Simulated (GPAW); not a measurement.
# BN (P6_3/mmc) in GPAW: single point with PBE

Aim: the single point of BN with PBE.

Everything below comes from runs of GPAW 26.7.0. Logs are shortened: lines on timing, memory, paths and dates and some standing lists are left out, and cuts for length are marked. The log counts tension as positive stress, the text compression.

## Step 1: Starting point

The structure is hexagonal, space group P6_3/mmc (No. 194). Conventional cell: a = 2.498 Å, b = 2.498 Å, c = 6.636 Å, α = 90.00°, β = 90.00°, γ = 120.00°. N (site symmetry -6m2) is surrounded by 3 B at 1.44 Å. Around B (site symmetry -6m2) lie 3 N at 1.44 Å.

## Step 2: Single point, PBE

run.py reads:

```python
from ase.dft.bandgap import bandgap
from ase.io import read, write
from ase.units import GPa
from gpaw import GPAW, PW

atoms = read('POSCAR')

calc = GPAW(mode=PW(650),
            xc='PBE',
            kpts={'size': (10, 10, 4), 'gamma': True},
            occupations={'name': 'fermi-dirac', 'width': 0.05},
            nbands=18,
            maxiter=120,
            txt='gpaw.txt')
atoms.calc = calc
energy = atoms.get_potential_energy()
forces = atoms.get_forces()
stress = atoms.get_stress()
calc.write('gs.gpw')
write('result.traj', atoms)
print(f'Energy: {energy:.6f} eV')
print('Forces (eV/A):')
print(forces.round(4))
print('Stress (GPa):', (stress / GPa).round(3))
print('Fermi level:', round(calc.get_fermi_level(), 4), 'eV')
print(f'Gap: {bandgap(calc)[0]:.4f} eV, direct: {bandgap(calc, direct=True)[0]:.4f} eV')
```

POSCAR reads:

```
BN
1.0
    2.4982400000      0.0000000000      0.0000000000
   -1.2491200000      2.1635393048      0.0000000000
    0.0000000000      0.0000000000      6.6357000000
N B
2 2
Direct
    0.6666666667      0.3333333333      0.2500000000
    0.3333333333      0.6666666667      0.7500000000
    0.6666666667      0.3333333333      0.7500000000
    0.3333333333      0.6666666667      0.2500000000
```

Potentials or basis: GPAW PAW data sets (gpaw-data 1.2.1), pw.

Launch:

```console
$ OMP_NUM_THREADS=1 python run.py
```

gpaw.txt:

```text
__  _  _
 | _ |_)|_||  |
 |__||  | ||/\| - 26.7.0

Input parameters:
  mode=PW(ecut=650.0),
  kpts=MonkhorstPack(size=(10, 10, 4), gamma=True),
  maxiter=120,
  nbands=18,
  occupations=Occupations(name='fermi-dirac', width=0.05),
  xc=XC(name='PBE')

Diagonalizing LCAO Hamiltonian
Converting LCAO to pw mode

        N B

        B N

Atoms  # Å, Bohr magnetons
|   | symbol |         x |        y |        z |    initial magnetic moments |
|---|--------|-----------|----------|----------|-----------------------------|
| 0 |      N |  1.249120 | 0.721180 | 1.658925 | ( 0.0000,  0.0000,  0.0000) |
| 1 |      N | -0.000000 | 1.442360 | 4.976775 | ( 0.0000,  0.0000,  0.0000) |
| 2 |      B |  1.249120 | 0.721180 | 4.976775 | ( 0.0000,  0.0000,  0.0000) |
| 3 |      B | -0.000000 | 1.442360 | 1.658925 | ( 0.0000,  0.0000,  0.0000) |

Unit cell  # Å
| periodic |         x |        y |        z |  lengths |     angles |
|----------|-----------|----------|----------|----------|------------|
|      yes |  2.498240 | 0.000000 | 0.000000 | 2.498240 |  90.000000 |
|      yes | -1.249120 | 2.163539 | 0.000000 | 2.498240 |  90.000000 |
|      yes |  0.000000 | 0.000000 | 6.635700 | 6.635700 | 120.000000 |

Number of symmetries: 12
Symmetry operations  # r_c * U_cc + t_c -> r_c
|    | kind |            matrix            |
|----|------|------------------------------|
|  0 |  σ   |  1, 1, 0,  0,-1, 0,  0, 0, 1 |
|  1 |  S6  |  1, 1, 0, -1, 0, 0,  0, 0,-1 |
|  2 |  E   |  1, 0, 0,  0, 1, 0,  0, 0, 1 |
|  3 |  C2  |  1, 0, 0, -1,-1, 0,  0, 0,-1 |
|  4 |  C2  |  0, 1, 0,  1, 0, 0,  0, 0,-1 |
|  5 |  C3  |  0, 1, 0, -1,-1, 0,  0, 0, 1 |
|  6 |  S6  |  0,-1, 0,  1, 1, 0,  0, 0,-1 |
|  7 |  σ   |  0,-1, 0, -1, 0, 0,  0, 0, 1 |
|  8 |  σ   | -1, 0, 0,  1, 1, 0,  0, 0, 1 |
|  9 |  i   | -1, 0, 0,  0,-1, 0,  0, 0,-1 |
| 10 |  C3  | -1,-1, 0,  1, 0, 0,  0, 0, 1 |
| 11 |  C2  | -1,-1, 0,  0, 1, 0,  0, 0,-1 |

BZ-sampling:
  Number of BZ points: 400
  Number of IBZ points: 50

  Monkhorst-Pack size: [10, 10, 4]
  Monkhorst-Pack shift: [0.05, 0.05, 0.125]

K-points  # in reciprocal-cell coordinates
|     |                                coordinates |     weight |
|-----|--------------------------------------------|------------|
|   0 | (  0.00000000,   0.00000000,   0.00000000) | 0.00250000 |
|   1 | (  0.00000000,   0.00000000,   0.25000000) | 0.00500000 |
|   2 | (  0.00000000,   0.00000000,   0.50000000) | 0.00250000 |
|   3 | (  0.10000000,   0.00000000,  -0.25000000) | 0.01500000 |
|   4 | (  0.10000000,   0.00000000,   0.00000000) | 0.01500000 |
|   5 | (  0.10000000,   0.00000000,   0.25000000) | 0.01500000 |
|   6 | (  0.10000000,   0.00000000,   0.50000000) | 0.01500000 |
|   7 | (  0.20000000,  -0.10000000,   0.00000000) | 0.01500000 |
|   8 | (  0.20000000,  -0.10000000,   0.25000000) | 0.03000000 |
|   9 | (  0.20000000,  -0.10000000,   0.50000000) | 0.01500000 |
| ... |                                            |            |
|  49 | (  0.50000000,   0.50000000,   0.50000000) | 0.00750000 |

Plane wave coefficients: 1370
Cutoff: 650.0 eV

Spin-components: 1 (collinear spins)
Bands:           18
Projectors:      20
Spin-degeneracy: 2
Datatype:        complex128

Parallelization:
  kpt:    1
  domain: 1
  band:   1

Density:
  Valence electrons: 16.0
  Components: 1
  Grid points: [15 15 40]
  Charge: 0.0  # |e|

Potential:
  Grid points: [15 15 40]

species:
  N:
    name:    Nitrogen
    Z:       7.0
    valence: 5
    core:    2
    charge:  0.0  # [|e|]
    compensation charges:
      type: gauss
      rc: 0.18  # [Å]
      lmax: 2
    cutoffs:
      filter: 1.11  # [Å]
      core: 0.96  # [Å]
    projectors
    | kind |    occ | energy [eV] | rcut [Å] |
    |------|--------|-------------|----------|
    |   2s |  2.000 |     -18.583 |    0.603 |
    |   2p |  3.000 |      -7.089 |    0.529 |
    |    s |        |       8.629 |    0.603 |
    |    p |        |      20.123 |    0.529 |
    |    d |        |       0.000 |    0.577 |

    Using partial waves for N as LCAO basis

  B:
    name:    Boron
    Z:       5.0
    valence: 3
    core:    2
    charge:  0.0  # [|e|]
    compensation charges:
      type: gauss
      rc: 0.20  # [Å]
      lmax: 2
    cutoffs:
      filter: 1.14  # [Å]
      core: 1.38  # [Å]
    projectors
    | kind |    occ | energy [eV] | rcut [Å] |
    |------|--------|-------------|----------|
    |   2s |  2.000 |      -9.443 |    0.635 |
    |   2p |  1.000 |      -3.606 |    0.635 |
    |    s |        |      17.768 |    0.635 |
    |    p |        |      23.605 |    0.635 |
    |    d |        |       0.000 |    0.635 |

    Using partial waves for B as LCAO basis

Reference energy: -4302.422143  # eV

eigensolver:
  PPCG
  Converge bands: occupied
  niter=2

density mixing:
  MSR1-Mixer
  Pratt-step length: 0.05
  Maximum mixing coefficient: 0.75
  Old densities: 10
  SVD Regularization: 0.005
  Good broyden scale: 1.0
  Trust region scale: 1.0
  Backstep threshold: 4.0
  History deletion threshold: 6.0
  Fourier metric: weight=20.0, sigma=0.015

occupation numbers:
  Fermi-Dirac:
    width: 0.0500  # eV

poisson solver:
  ecut: 5200.0  # eV

xc functional:
  name: PBE with 2 nearest neighbor stencil

convergence criteria:
- Maximum [total energy] change in last 3 cyles: 0.0005 eV / valence electron
- Maximum integral of absolute [dens]ity change: 0.0001 electrons / valence electron
- Maximum integral of absolute [eigenst]ate change: 4e-08 eV^2 / valence electron
maximum number of iterations: 120

SCF iterations
|iter     | |      energy | eigst |  dens |
|---------|-|-------------|-------|-------|
|iter:   1| |  -38.184212 | +0.46 |       |
|iter:   2| |  -37.551647 | -1.34 | -0.64 |
|iter:   3| |  -35.111985 | -0.83 | -0.69 |
|iter:   4| |  -35.066276 | -2.24 | -1.32 |
|iter:   5| |  -35.065075 | -2.99 | -1.71 |
|iter:   6| |  -35.065504c| -4.40 | -2.31 |
|iter:   7| |  -35.065508c| -6.04 | -3.40 |
|iter:   8| |  -35.065509c| -7.59c| -3.98 |
|iter:   9| |  -35.065509c| -7.80c| -4.82c|

Converged in 9 steps
Energy contributions relative to reference atoms: (reference = -4302.422143)

Energy contributions:
  Kinetic:          35.734748
  Coulomb:         -35.548135
  Zero:              0.060028
  External:          0.000000
  Xc:              -35.312150
  Entropy:          -0.000000
  Spinorbit:         0.000000
  ----------------------------
  Free energy:     -35.065509
  Extrapolated:    -35.065509

dipole moment: (0.000000, 0.000000, 0.000001)  # |e|*Ang

Fermi level: 5.118
Eigenvalues  # (at kpt = [0.000, 0.000, 0.000])
| band index |      eig [eV] | occ [0-2] |
|------------|---------------|-----------|
|          0 |       -13.771 |     2.000 |
|          1 |       -13.476 |     2.000 |
|          2 |        -2.177 |     2.000 |
|          3 |        -0.052 |     2.000 |
|          4 |         2.755 |     2.000 |
|          5 |         2.755 |     2.000 |
[... 8 lines left out ...]
|         14 |        16.427 |     0.000 |
|         15 |        17.183 |     0.000 |
|        ... |               |           |
|         17 |        20.776 |     0.000 |

Gap: 4.244 eV
Transition (v -> c):
  (s=0, k=33, n=7, [0.40, 0.30, 0.00]) -> (s=0, k=47, n=8, [0.50, 0.50, 0.00])
Direct/indirect transitions are different
Direct gap: 4.684 eV
Transition at: (s=0, k=36, n=7, [0.40, 0.40, 0.00])

Forces  # eV/Ang
|        x |        y |        z |
|----------|----------|----------|
|  0.00000 | -0.00000 | -0.00029 |  # N    0
|  0.00000 |  0.00000 |  0.00029 |  # N    1
| -0.00000 |  0.00000 |  0.00024 |  # B    2
|  0.00000 |  0.00000 | -0.00024 |  # B    3

Stress tensor  # eV/Ang^3
|         x |         y |        z |
|-----------|-----------|----------|
| -0.009580 |  0.000000 | 0.000000 |
|  0.000000 | -0.009580 | 0.000000 |
|  0.000000 |  0.000000 | 0.012865 |

# Writing to gs.gpw (mode='')
```

Wall time 54 s (1 thread of AMD EPYC, shared host); peak memory 0.17 GiB.

Results:

| Property | Result |
| --- | --- |
| Free energy | -35.0655 eV |
| Pressure | 0.3 GPa |
| Band gap on the k mesh | 4.24 eV, indirect (least direct gap 4.68 eV) |

Stress tensor (GPa, compression positive):
```
 1.53  0.00  0.00
 0.00  1.53  0.00
 0.00  0.00 -2.06
```

Levels at points of the mesh, in eV from the valence-band top:
```tsv
k point	band 5	band 6	band 7	band 8	band 9	band 10	band 11	band 12
(0.00, 0.00, 0.00)	-1.36	-1.36	-1.33	-1.33	5.23	10.32	11.58	11.58
(0.00, 0.00, 0.50)	-1.34	-1.34	-1.34	-1.34	7.61	7.61	11.64	11.64
(0.50, 0.50, 0.00)	-4.20	-4.14	-1.49	-0.48	4.24	5.62	9.56	10.00
(0.50, 0.50, 0.50)	-4.16	-4.16	-0.97	-0.97	4.71	4.71	9.95	9.95
```

Caveat: the cutoff is short for stress and forces, so pressures can be off by a GPa or more; this functional lacks dispersion, which binds the layers, so the pressure and a relaxed spacing across them are unreliable. A k mesh can miss the band edges.
